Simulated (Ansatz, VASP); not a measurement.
## Ca: VASP beside Ansatz

```
CELL_PARAMETERS angstrom
-2.31547 2.31547 2.08631
2.31547 -2.31547 2.08631
2.31547 2.31547 -2.08631
ATOMIC_POSITIONS crystal
Ca 0.50000 0.50000 0.00000
```

Change from the starting cell: strain +0.050 along x and y, -0.050 along z, atoms carried along.

Alike in both runs: task single point; functional PBE; k mesh 16 × 16 × 16; occupations gaussian, width 0.15 eV; no spin polarisation.

|  | VASP | Ansatz |
| --- | --- | --- |
| version | VASP 6.6.1 | Ansatz 0.2.0 |
| potentials or method | VASP PAW PBE potentials, release 64 (Ca_sv) | scalar-relativistic, plane waves, PAW |
| plane-wave cutoff (eV) | 520 | 420 |
| valence electrons in the cell | 10 | 10 |

|  | VASP | Ansatz | Ansatz less VASP |
| --- | --- | --- | --- |
| gap on the k mesh at the Fermi level (eV) | none | none | - |
| pressure (GPa) | -0.9 | -0.9 | -0.01 |
| largest component of the traceless stress (GPa) | 0.24 | 0.24 | +0.001 |

A gap of «none» marks a metal or a gap that the smearing closes. The functional is the same, so the differences come from potentials, cutoffs and numerics.
